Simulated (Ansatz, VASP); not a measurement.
**Sb: VASP beside Ansatz**

Contents of INCAR:

```
PREC = Accurate
ENCUT = 520
EDIFF = 1E-6
ISMEAR = -1
SIGMA = 0.05
LREAL = F
LASPH = T
NELM = 60
ALGO = Normal
ISIF = 2
LWAVE = F
LCHARG = T
GGA = PS
LELF = T
LVHAR = T
NBANDS = 8
```

Contents of KPOINTS:

```
Automatic mesh
0
Gamma
  12 12 12
```

POSCAR

```
Sb
1.0
    0.0000000000      2.3353324258      2.3353324258
    2.3353324258      0.0000000000      2.3353324258
    2.3353324258      2.3353324258      0.0000000000
Sb
1
Direct
    0.0000000000      0.0000000000      0.0000000000
```

Input for Ansatz:

```yaml
crystal:
  lattice:
    - [0.0, 2.3353324258, 2.3353324258]
    - [2.3353324258, 0.0, 2.3353324258]
    - [2.3353324258, 2.3353324258, 0.0]
  atoms:
    - { symbol: Sb, position: [0.0, 0.0, 0.0] }
kpoints:
  mp_grid: { grid: [12, 12, 12] }
  band_path:
    path:
      - [0.0, 0.0, 0.0]
      - [0.5, 0.0, 0.5]
      - [0.625, 0.25, 0.625]
      - [0.375, 0.375, 0.75]
      - [0.0, 0.0, 0.0]
      - [0.5, 0.5, 0.5]
      - [0.5, 0.25, 0.75]
      - [0.5, 0.0, 0.5]
    npoints: 5
scf:
  occupations: { method: fermi_dirac, width: 0.05 }
hamiltonian:
  xc: pbesol
  pseudopotentials: { kind: all_electron, lapw: { basis_error: 0.001 } }
output:
  forces: true
  stress: true
  eigenvalues: true
```

Change from the starting cell: volume scaled by 1.04.

Alike in both runs: task single point; functional PBEsol; k mesh 12 × 12 × 12; occupations fermi-dirac, width 0.05 eV; no spin polarisation.

|  | VASP | Ansatz |
| --- | --- | --- |
| version | VASP 6.6.1 | Ansatz 0.2.0 |
| potentials or method | VASP PAW PBE potentials, release 64 (Sb) | all-electron LAPW, scalar-relativistic |
| plane-wave cutoff (eV) | 520 | see its input |

|  | VASP | Ansatz | Ansatz less VASP |
| --- | --- | --- | --- |
| pressure (GPa) | 2.1 | 2.1 | +0.02 |

Ansatz ran all-electron here, so the differences hold the error of VASP's frozen core and of both bases.

Caveats: the PAW data sets were made with another functional, which shifts forces and pressure a little (VASP). Spin-orbit coupling is left out, which matters for the levels of Sb.
